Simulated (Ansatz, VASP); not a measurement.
## Two plane-wave programs on Au

```
CELL_PARAMETERS angstrom
0.00000 2.03500 2.03500
2.03500 0.00000 2.03500
2.03500 2.03500 0.00000
ATOMIC_POSITIONS crystal
Au 0.00000 0.00000 0.00000
```

Alike in both runs: task relaxation of cell and atoms; functional BLYP; k mesh 11 × 11 × 11; occupations fermi-dirac, width 0.05 eV; no spin polarisation.

|  | VASP | Ansatz |
| --- | --- | --- |
| version | VASP 6.6.1 | Ansatz 0.2.0 |
| potentials or method | VASP PAW PBE potentials, release 64 (Au) | Ansatz PAW |
| plane-wave cutoff (eV) | 600 | 420 |
| valence electrons in the cell | 11 | 19 |

VASP gave:

```
relaxed volume (Å³/atom)                                     : 19.49
relaxed cell length with the largest relative difference (Å) : 3.021
energy change over the relaxation (meV/atom)                 : -163
```

Task: What did Ansatz give for the same quantities?

Result: Relaxed volume (Å³/atom): 19.41; relaxed cell length with the largest relative difference (Å): 3.017; energy change over the relaxation (meV/atom): -152.

The two sets of potentials don't hold the same shells in valence.

Caveats: the volume moved by over 15 % at a fixed basis, so the end points are rough; the PAW data sets were made with another functional, which shifts forces and pressure a little (VASP); the volume moved by +16 % from the deposited cell, more than functionals usually miss (VASP); the plane-wave basis is chosen anew once the cell has moved, so the energies of steps on either side of that aren't comparable (Ansatz); the volume moved by +15 % from the deposited cell, more than functionals usually miss (Ansatz); the PAW data sets come from PBE, with cores solved anew for the run's functional, which leaves a small shift of forces and pressure (Ansatz). BLYP gives volumes clearly too large for solids. Spin-orbit coupling is left out, which matters for the levels of Au.
